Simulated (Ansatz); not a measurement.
## Two Ansatz runs on Re

The cell comes from COD entry 1534939, which wasn't checked; take it as a given geometry. The listed cell was then made from it by scaling, straining or moving an atom.

First run: DFT, PBE, PAW with Ansatz's default frozen-core files, scalar-relativistic (Ansatz 0.2.0).

Command: `ansatz run input.yaml --threads 1 --pin off --max-ram 2048MiB --backend cpu --events-out ev --progress --plain --runs-dir out` The run took 5.1 s on 1 thread of Arm Neoverse V1 (shared host), peak memory 0.37 GiB.

```yaml
crystal:
  lattice:
    - [0.029625, 1.9898125, 1.9898125]
    - [1.9898125, 0.029625, 1.9898125]
    - [1.9898125, 1.9898125, 0.029625]
  atoms:
    - { symbol: Re, position: [0.0, 0.0, 0.0] }
kpoints:
  mp_grid: { grid: [14, 14, 14] }
scf:
  occupations: { method: fermi_dirac, width: 0.05 }
hamiltonian:
  xc: pbe
  pseudopotentials: { kind: paw }
output:
  forces: true
  stress: true
  eigenvalues: true
  efg: { contact_densities: true }
```

Result: converged; pressure -8.85 GPa; 6 SCF iterations.

No spin–orbit coupling, which matters for the heavy atoms here.

The input is then changed:

```diff
@@ -6,6 +6,7 @@
   atoms:
     - { symbol: Re, position: [0.0, 0.0, 0.0] }
+  symmetry: { detect: false }
 kpoints:
-  mp_grid: { grid: [14, 14, 14] }
+  mp_grid: { grid: [9, 9, 9] }
 scf:
   occupations: { method: fermi_dirac, width: 0.05 }
@@ -13,4 +14,5 @@
   xc: pbe
   pseudopotentials: { kind: paw }
+  hubbard: { sites: [{ species: Re, l: d, u_eff: 2.0 }], double_counting: fll }
 output:
   forces: true
```

Problem. Predict the outcome of the changed run.

Solution. It converged; pressure -9.24 GPa; 6 SCF iterations. Some of these settings are too coarse for converged properties.

The results part of its log:

```
SCF 1 converged in 6 iterations: F = -10865.599327 eV  dr2 = 8.84e-8
  greatest PAW one-centre occupation: 1.000 electrons in one spin orbital (limit 2), on the Re atom at site 0 (counted from 0), in its partial waves of l = 0
SCF converged after 6 iterations
Free energy (F): -10865.599327 eV
Harris-Foulkes:  -10865.599327 eV  (|F-HF|=2.73e-8)
Internal energy: -10865.593752 eV  (E = F + TS)
E sigma→0 (E₀):  -10865.596539 eV
Entropy (-TS):   -0.005575 eV (-5.575 meV/atom)
Fermi energy:    22.776197 eV
--- Per-component energies (eV) ---
  E_band       = -90.210120
  E_kinetic    = 538.954228
  E_local      = -795.964332  (includes V_loc(G=0)·N_el)
  E_nonlocal   = 48.561786
  E_hartree    = 282.886009
  E_xc         = -403.243251
  E_vxc        = -303.118664  (∫ρ·V_xc dr)
  E_hubbard    = 2.383943  (on-site DFT+U / exact-exchange correction)
  E_vhub       = -1.164986  (the Hubbard potential's part of the band-sum identity)
  E_paw        = -8658.873306  (= ΣΔE_a)
  E_vpaw       = -143.248531  (= ΣTr[D̂ρ^β])
  E_aug_tail   = -0.000071  (compensation charges beyond the density's cutoff)
  E_ewald      = -1880.298758
  E_smearing   = -0.005575  (= −TS)
  E_closure    = -0.000000  (closes the sum)
  Σ components = -10865.599327   (vs F -10865.599327, Δ=0.00e0)
--- Forces (eV/Å), atoms counted from 1 ---
  atom   1  Re    -0.00000004    -0.00000003    -0.00000003
  max |Σ_I F_I| component: 3.77e-8 eV/Å
--- Stress (GPa, compression-positive) ---
       -9.238909      -3.251147      -3.251082
       -3.251147      -9.238904      -3.251128
       -3.251082      -3.251128      -9.238905
  P = ⅓ Tr σ = -9.2389 GPa (-92.389 kbar)
--- PAW observables at the nuclei: V_zz in 10²¹ V/m², potentials from the cell's mean, atoms counted from 1 ---
  atom   1  Re V_zz =    +3.455096   η = 0.0001   by run symmetry: not_imposed
            electrostatic potential = -15142.488990 V   contact ρ = 9543516.785412 e/Å³
--- Band table (eV; the first three rows and the last of 365) ---
  k-point 0: bands = ["-57.0458", "-18.4365", "-18.3726", "-18.3726", "13.1785", "20.6799", "21.0792", "21.0792", "24.1658", "24.1658", "36.0272", "40.9325"]
  k-point 1: bands = ["-57.0344", "-18.5149", "-18.4424", "-18.3918", "13.7222", "20.6593", "20.9784", "21.3446", "23.9674", "23.9822", "37.0244", "39.5789"]
  k-point 2: bands = ["-57.0063", "-18.8365", "-18.4864", "-18.4398", "15.0547", "20.2070", "21.2478", "21.6942", "23.9695", "24.0422", "36.7191", "39.5391"]
  k-point 364: bands = ["-56.9489", "-19.4044", "-18.6511", "-18.5485", "16.6885", "20.2022", "21.4713", "22.2075", "26.3148", "27.6055", "32.1885", "36.6041"]
Occupation matrices written to <dir>
```
